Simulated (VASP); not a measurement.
Write the native input for VASP 6.6.1 that does the following.

| Quantity | Value |
| --- | --- |
| Task | relaxation of cell and atoms |
| Functional | SCAN |
| Potentials or basis | VASP PAW PBE potentials, release 64 (S, Mg) |
| Cutoff | 600 eV |
| k mesh | 6 × 6 × 3 |
| Occupations | fermi-dirac, width 0.05 eV |
| Spin | no spin polarisation |
| Further INCAR settings | ALGO = Normal; EDIFF = 1e-06; IBRION = 2; EDIFFG = -0.02; NSW = 60; ISIF = 3 |

The structure of MgS lies in POSCAR:

```
MgS
1.0
    4.0346224068      0.0000000000      0.0000000000
   -2.0173112034      3.4940854990      0.0000000000
    0.0000000000      0.0000000000      6.4322941800
S Mg
2 2
Direct
    0.6666666667      0.3333333333      0.8792441500
    0.3333333333      0.6666666667      0.3792441500
    0.3333333333      0.6666666667      0.9957548500
    0.6666666667      0.3333333333      0.4957548500
```

The cell comes from a database or a generator and needn't be the stable form of this composition.

One way to write it, as run:

INCAR

```
PREC     = Accurate       # precision mode
ENCUT    = 600            # plane-wave cutoff, eV
EDIFF    = 1E-6           # SCF threshold, eV
ISMEAR   = -1             # smearing method
SIGMA    = 0.05           # smearing width, eV
LREAL    = F              # projectors in reciprocal space
LASPH    = T              # aspherical terms in the spheres
NELM     = 80             # most SCF steps
ALGO     = Normal         # electronic algorithm
ISIF     = 3              # what is computed and relaxed
LWAVE    = F              # write WAVECAR
LCHARG   = F              # write CHGCAR
METAGGA  = SCAN           # meta-GGA
LMIXTAU  = T            
IBRION   = 2              # ionic algorithm
NSW      = 60             # ionic steps
EDIFFG   = -0.02          # ionic threshold
```

KPOINTS

```
Automatic mesh
0
Gamma
  6 6 3
```

Potentials or basis: VASP PAW PBE potentials, release 64 (S, Mg).

Launch:

```bash
$ cat potpaw_PBE.64/S/POTCAR potpaw_PBE.64/Mg/POTCAR > POTCAR
$ mpirun -np 1 vasp_std > vasp.out
```

Results of the run:

| Property | Result |
| --- | --- |
| Relaxed volume | 22.46 Å³/atom |
| Relaxed cell | a = 4.019 Å, b = 4.019 Å, c = 6.422 Å, α = 90.00°, β = 90.00°, γ = 120.00° |
| Space group after relaxing (to 0.05 Å) | P6_3mc (No. 186) |
| Energy gained by relaxing | 0.7 meV/atom |
| Ionic steps | 8 |
| Pressure after relaxing | 0.0 GPa |
| Largest force after relaxing | 0.010 eV/Å |
| Band gap on the k mesh | 4.16 eV, direct |

Caveat: the PAW data sets were made with another functional, which shifts forces and pressure a little.

Wall time 4.6 min on 1 thread of Intel(R) Xeon(R) Platinum 8488C (Sapphire Rapids), with other jobs on the host, peak memory 0.24 GiB.
